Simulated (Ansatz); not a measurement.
Take a crystal in which Mg has been replaced by Ca on all its sites, with the cell rescaled by a rough guess (in some cases also distorted within its space group) and nothing relaxed:

```
Ca B
1.0
     3.30145    0.00000    0.00000
    -1.65072    2.85914    0.00000
     0.00000    0.00000    3.77018
Ca B
1 2
Direct
  0.00000 0.00000 0.00000
  0.33333 0.66667 0.50000
  0.66667 0.33333 0.50000
```

All numbers below come from DFT PBE, scalar-relativistic, plane waves, PAW (Ansatz).

Settings: cutoff 420 eV, Γ-centred mesh 15×15×12 on the computed 3-atom cell, Gaussian smearing of 0.10 eV; no spin polarisation.

(1) Will this cell want to expand or contract, and how hard?

(2) Is it a metal on this mesh?

(3) What is its energy against the elements in their standard states?

## Answers

(1) The pressure is 3.1 GPa (positive in compression), so the cell would expand.

(2) Yes, a band crosses the Fermi level.

(3) -0.078 eV/atom at this unrelaxed geometry, with the elements in the same functional.